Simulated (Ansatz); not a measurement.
HfC under changes of volume

One of the cells (12.587 Å³/atom); the others are scaled copies at fixed shape and fractional positions:

```
Hf C
1.0
     3.34287    0.00000    0.00000
    -1.67143    2.89501    0.00000
     0.00000    0.00000    5.20271
Hf C
2 2
Direct
  0.33333 0.66667 0.25000
  0.66667 0.33333 0.75000
  0.00000 0.00000 0.50000
  0.00000 0.00000 0.00000
```

The cell comes from a database or a generator and needn't be the stable form of this composition.

| Quantity | Value |
| --- | --- |
| Program | Ansatz 0.2.0 |
| Functional | PBE |
| Potentials or basis | Ansatz PAW |
| Cutoff | 420 eV (not typed: the program's choice for these potentials) |
| k mesh | 9 × 9 × 5 |
| Occupations | fermi-dirac, width 0.05 eV |
| Spin | no spin polarisation |

```tsv
volume (Å³/atom)	energy over the lowest point (meV/atom)	pressure (GPa)
11.832	?	?
12.084	13.30	9.5
12.336	2.68	4.1
12.587	0.00	-0.7
12.839	4.55	-5.0
13.091	15.63	-9.0
13.343	32.57	-12.5
```

Question: What does the run at 11.832 Å³/atom give?

Answer: Energy over the lowest point 32.74 meV/atom; pressure 15.4 GPa.

Worked out: A Birch-Murnaghan fit of order 3 (a polynomial in V^(-2/3)) to the other rows has its minimum at 12.55 Å³/atom with B0 = V·E''(V) = 232 GPa and B' = 4.1 at fixed shape and positions, which overstates the stiffness. It gives 32.80 meV/atom at 11.832 Å³/atom, against the run's 32.74, and -dE/dV = 15.4 GPa, against 15.4.

Energies are extrapolated to zero smearing.
